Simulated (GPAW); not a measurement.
Runs of GPAW 26.7.0 on TiAl. It takes space group Pm-3m (No. 221, cubic). The conventional cell has a = 3.179 Å, b = 3.179 Å, c = 3.179 Å, α = 90.00°, β = 90.00°, γ = 90.00°. Ti (site symmetry m-3m) has 8 Al at 2.75 Å as nearest neighbours. Al (site symmetry m-3m) is surrounded by 8 Ti at 2.75 Å. The cell comes from a database or a generator and needn't be the stable form of this composition.

```csv
task,level,potentials or basis,spin,U,cell,k mesh,k mesh for the DOS,dos width,U projector left unscaled,band path,band points,mesh quality,gap on the mesh (eV),pressure (GPa),moment (μB)
single point,PBE,"GPAW PAW data sets (gpaw-data 1.2.1), pw",off,-,"atoms moved at random, drawn with an rms of 0.05 Å",8 × 8 × 8,-,-,-,-,-,not flagged,none,0.8,-
density of states,r4SCAN,"GPAW PAW data sets (gpaw-data 1.2.1), pw","collinear, ferromagnetic start",-,cell strained at random at fixed volume,4 × 4 × 5,6 × 6 × 7,0.2 eV,-,-,-,coarse,none,0.1,0.64
single point,PBE,"GPAW PAW data sets (gpaw-data 1.2.1), pw",off,-,as given,8 × 8 × 8,-,-,-,-,-,not flagged,none,(a),-
density of states,PBE+U,"GPAW PAW data sets (gpaw-data 1.2.1), pw","collinear, random start",Ti d U = 2 eV,as given,8 × 8 × 8,12 × 12 × 12,0.1 eV,no,-,-,not flagged,none,2.5,0.44
band structure,BP86,"PAW data sets generated in the run's folder for this functional, pw","collinear, random start",-,volume scaled by 1.15,8 × 8 × 8,-,-,-,"GXMGRX,MR",60,not flagged,-,-11.2,0.35
```

Alike in all rows: cutoff (eV) 600; smearing fermi-dirac 0.05 eV.

Task: Fill in the values left out.

Result: (a) 0.7.

Caveats: some runs use coarse meshes; the PAW data sets were made with another functional, which shifts forces and pressure a little (some runs); the U is typed as a test and isn't derived for this compound (some runs).

A gap of «none» marks a metal or a gap under the smearing width.
